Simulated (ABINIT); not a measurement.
# PbS (R3m) in ABINIT: single point with PBE0

Aim: the single point of PbS with PBE0.

All numbers are computed with ABINIT 10.8.3 (patched build); they aren't measurements. Logs are shortened: lines on timing, memory, paths and dates and some standing lists are left out, and cuts for length are marked. The log counts tension as positive stress, the text compression.

**1. The crystal as given**

The structure is trigonal, space group R3m (No. 160). Conventional cell: a = 4.225 Å, b = 4.225 Å, c = 10.356 Å, α = 90.00°, β = 90.00°, γ = 120.00°. Around Pb (site symmetry 3m) lie 6 S at 2.96 to 3.02 Å. Around S (site symmetry 3m) lie 6 Pb at 2.96 to 3.02 Å.

The cell is a database's computed one.

**2. Single point, PBE0**

Input file run.abi:

```
# Pseudopotentials
pp_dirpath "./"
pseudos "82_Pb_14_3.0_3.1_pbe_n_v1.0.psp8, 16_S_6_1.8_1.9_pbe_n_v1.0.psp8"

# Structure
acell 7.9877194594 7.9877194594 7.9877194594
rprim
     0.4998112463     0.2885661576     0.8166506541
    -0.4998112463     0.2885661576     0.8166506541
     0.0000000000    -0.5771323152     0.8166506541
ntypat 2
znucl 82 16
natom 2
typat 1 2
xred
     0.9805657800     0.9805657800     0.9805657800
     0.4750355500     0.4750355500     0.4750355500

# Plane-wave basis
ecut 18.0

# k points
kptopt 1
ngkpt 6 6 6
nshiftk 1
shiftk 0.0 0.0 0.0

# Exchange and correlation
ixc 41

# Bands and occupations
nband 12
occopt 1

# SCF cycle
nstep 60
diemac 6.0
toldfe 1.0e-7

# Output
iomode 3
prtwf 0
prteig 0
prtebands 0
enunit 1
prtden 1
prtvha 1
prtvclmb 1
prtpot 1
prtelf 1
```

Potentials or basis: SPMS NC PBE v1.0.

Started as:

```console
$ mpirun --bind-to none -np 8 abinit run.abi > log 2>&1
```

run.abo:

```text
.Version 10.8.3 of ABINIT
 Symmetries : space group R3 m (#160); Bravais hR (rhombohedral)
================================================================================
 Values of the parameters that define the memory need of the present run
     intxc =       0    ionmov =       0      iscf =       7    lmnmax =       6
     lnmax =       6     mgfft =      32  mpssoang =       3    mqgrid =    3001
     natom =       2  nloc_mem =       1    nspden =       1   nspinor =       1
    nsppol =       1      nsym =       6    n1xccc =    2501    ntypat =       2
    occopt =       1   xclevel =       2
       mpw =        1363          nfft =       32768          nkpt =          32
================================================================================
================================================================================

--------------------------------------------------------------------------------
------------- Echo of variables that govern the present computation ------------
--------------------------------------------------------------------------------
 -outvars: echo values of preprocessed input variables --------
            acell      7.9877194594E+00  7.9877194594E+00  7.9877194594E+00 Bohr
              amu      2.07200000E+02  3.20660000E+01
           diemac      6.00000000E+00
             ecut      1.80000000E+01 Hartree
           enunit           1
              ixc          41
                       outvar_i_n : Printing only first  50 k-points.
         kptrlatt        6    0    0      0    6    0      0    0    6
          kptrlen      4.79082242E+01
            natom           2
            nband          12
          nbandhf          10
            ngfft          32      32      32
             nkpt          32
           nkpthf         216
            nstep          60
             nsym           6
           ntypat           2
        prtebands           0
           prteig           0
           prtelf           1
           prtpot           1
         prtvclmb           1
           prtvha           1
            prtwf           0
            rprim      4.9981124630E-01  2.8856615760E-01  8.1665065410E-01
                      -4.9981124630E-01  2.8856615760E-01  8.1665065410E-01
                       0.0000000000E+00 -5.7713231520E-01  8.1665065410E-01
          spgroup         160
           toldfe      1.00000000E-07 Hartree
            typat      1  2
          usefock           1
           xangst      3.3729889351E-16  1.6570913799E-16  1.0154492849E+01
                       3.3532456825E-17  1.2489657285E-16  4.9193488025E+00
            xcart      6.3740253131E-16  3.1314488736E-16  1.9189210433E+01
                       6.3367159728E-17  2.3602031674E-16  9.2962219546E+00
             xred      9.8056578000E-01  9.8056578000E-01  9.8056578000E-01
                       4.7503555000E-01  4.7503555000E-01  4.7503555000E-01
            znucl       82.00000   16.00000

================================================================================
[... 119 lines left out ...]
 Atom  Sphere_radius  Integrated_density
    1        2.00000          9.65478206
    2        2.00000          3.83042968
================================================================================

 ----iterations are completed or convergence reached----

 Mean square residual over all n,k,spin=   59.630E-09; max=  75.614E-07
 reduced coordinates (array xred) for    2 atoms
       0.980565780000      0.980565780000      0.980565780000
       0.475035550000      0.475035550000      0.475035550000
 rms dE/dt=  5.0937E-03; max dE/dt=  5.0441E-03; dE/dt below (all hartree)
    1      -0.005142835981     -0.005142835981     -0.005142835981
    2       0.005044066997      0.005044066997      0.005044066997

 cartesian coordinates (angstrom) at end:
    1      0.00000000000000     0.00000000000000    10.15449284930685
    2      0.00000000000000     0.00000000000000     4.91934880252659

 cartesian forces (hartree/bohr) at end:
    1      0.00000000000000    -0.00000000000000     0.00078082382541
    2     -0.00000000000000     0.00000000000000    -0.00078082382541
 frms,max,avg= 4.5080885E-04 7.8082383E-04   0.000E+00  0.000E+00  7.571E-06 h/b

 cartesian forces (eV/Angstrom) at end:
    1      0.00000000000000    -0.00000000000000     0.04015157546447
    2     -0.00000000000000     0.00000000000000    -0.04015157546447
 frms,max,avg= 2.3181523E-02 4.0151575E-02   0.000E+00  0.000E+00  3.893E-04 e/A
 length scales=  7.987719459400  7.987719459400  7.987719459400 bohr
              =  4.226919102133  4.226919102133  4.226919102133 angstroms
 Fermi (or HOMO) energy (eV) =   4.16642   Average Vxc (eV)=  -7.91981
 Eigenvalues (   eV  ) for nkpt=  32  k points:
 kpt#   1, nband= 12, wtk=  0.00463, kpt=  0.0000  0.0000  0.0000 (reduced coord)
 -13.03061  -13.03000  -13.03000  -13.02163  -13.02163  -10.78619   -2.48670    1.76256
   1.76256    1.76665   10.55287   10.56884
 prteigrs : prtvol=0 or 1, do not print more k-points.

--- !EnergyTerms
iteration_state     : {dtset: 1, }
comment             : Components of total free energy in Hartree
kinetic             :  2.91153938131077E+01
hartree             :  1.14956261200744E+01
xc                  : -1.67095473041044E+01
Ewald energy        : -5.51890747314504E+01
psp_core            :  3.07790947368865E+00
local_psp           : -3.81931107199461E+01
non_local_psp+x     : -7.23694433119117E+00
total_energy        : -7.36397476798213E+01
...

--- !EnergyTermsDC
iteration_state     : {dtset: 1, }
comment             : '"Double-counting" decomposition of free energy'
band_energy         : -5.51520963579233E+00
Ewald energy        : -5.51890747314504E+01
psp_core            :  3.07790947368865E+00
xc_dc               : -1.60134045724954E+01
total_energy_dc     : -7.36397794660494E+01
...

 Cartesian components of stress tensor (hartree/bohr^3)
  sigma(1 1)=  5.13657786E-05  sigma(3 2)=  0.00000000E+00
  sigma(2 2)=  5.13657783E-05  sigma(3 1)=  0.00000000E+00
  sigma(3 3)=  4.99032438E-05  sigma(2 1)=  0.00000000E+00

-Cartesian components of stress tensor (GPa)         [Pressure= -1.4969E+00 GPa]
- sigma(1 1)=  1.51123338E+00  sigma(3 2)=  0.00000000E+00
- sigma(2 2)=  1.51123337E+00  sigma(3 1)=  0.00000000E+00
- sigma(3 3)=  1.46820412E+00  sigma(2 1)=  0.00000000E+00

== END DATASET(S) ==============================================================
================================================================================

 -outvars: echo values of variables after computation  --------
            acell      7.9877194594E+00  7.9877194594E+00  7.9877194594E+00 Bohr
           etotal     -7.3639747680E+01
            fcart      1.6118375552E-20 -4.5776048108E-20  7.8082382541E-04
                      -1.6118375552E-20  4.5776048108E-20 -7.8082382541E-04
            rprim      4.9981124630E-01  2.8856615760E-01  8.1665065410E-01
                      -4.9981124630E-01  2.8856615760E-01  8.1665065410E-01
                       0.0000000000E+00 -5.7713231520E-01  8.1665065410E-01
           strten      5.1365778581E-05  5.1365778301E-05  4.9903243797E-05
                       0.0000000000E+00  0.0000000000E+00  0.0000000000E+00
           xangst      3.3729889351E-16  1.6570913799E-16  1.0154492849E+01
                       3.3532456825E-17  1.2489657285E-16  4.9193488025E+00
             xred      9.8056578000E-01  9.8056578000E-01  9.8056578000E-01
                       4.7503555000E-01  4.7503555000E-01  4.7503555000E-01
 Calculation completed.
```

Wall time 67 min (8 MPI ranks of Arm Neoverse N1, shared host); peak memory 0.88 GiB.

What came out:

- Free energy: -2003.8396 eV
- Pressure: -1.5 GPa
- Largest force: 0.040 eV/Å
- Band gap on the k mesh: 1.44 eV, direct
- Valence electrons inside the program's atomic spheres: Pb 9.65; S 3.83

Forces in eV/Å, atoms in the order of the input:
```
Pb   0.000  0.000  0.040
S    0.000  0.000 -0.040
```

Caveat: the potentials were made for another functional, which shifts forces and pressure; spin-orbit coupling is left out, which as a rule narrows the gap of such compounds by several tenths of an eV. A k mesh can miss the band edges.
